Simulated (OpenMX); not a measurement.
A run of OpenMX 3.8.5 is set up as follows.

The input Co.dat:

```
System.CurrrentDirectory             ./
System.Name                          Co
DATA.PATH                            ./DFT_DATA13
level.of.stdout                      1
level.of.fileout                     1
Species.Number                       1
<Definition.of.Atomic.Species
  Co  Co6.0H-s3p2d2          Co_PBE13H
Definition.of.Atomic.Species>

Atoms.Number                         4
Atoms.SpeciesAndCoordinates.Unit     FRAC
<Atoms.SpeciesAndCoordinates
    1  Co    0.6662920000    0.3267340000    0.7428740000   9.500  7.500
    2  Co   -0.0105800000    0.0020010000    0.4962430000   9.500  7.500
    3  Co    0.3475060000    0.6953560000    0.2541610000   9.500  7.500
    4  Co    0.0164810000   -0.0018140000   -0.0066470000   9.500  7.500
Atoms.SpeciesAndCoordinates>

Atoms.UnitVectors.Unit               Ang
<Atoms.UnitVectors
     2.4705617809    0.0000000000    0.0000000000
    -1.2352808905    2.1395692639    0.0000000000
     0.0000000000    0.0000000000    8.0882338000
Atoms.UnitVectors>

scf.XcType                           GGA-PBE
scf.SpinPolarization                 on
scf.ElectronicTemperature            580.226
scf.energycutoff                     500.0
scf.maxIter                          160
scf.EigenvalueSolver                 band
scf.Kgrid                            13 13 5
scf.Mixing.Type                      rmm-diisk
scf.Init.Mixing.Weight               0.01
scf.Min.Mixing.Weight                0.001
scf.Max.Mixing.Weight                0.2
scf.Mixing.History                   40
scf.Mixing.StartPulay                15
scf.criterion                        1.0e-8
scf.stress.tensor                    on
MD.Type                              nomd
```

Potentials or basis: OpenMX 2013 PBE set, Co6.0H-s3p2d2, grid cutoff 500 Ry.

The run is started by

```bash
$ openmx Co.dat -nt 1 > Co.std
```

(1) Estimate the largest force.

(2) Estimate the pressure.

(3) Estimate the band gap on the k mesh.

## Answers

(1) 0.945 eV/Å.

(2) 10.1 GPa.

(3) none (metal or under the smearing width).

Caveat: the basis of atomic orbitals isn't converged, which shifts pressures, moduli and gaps.
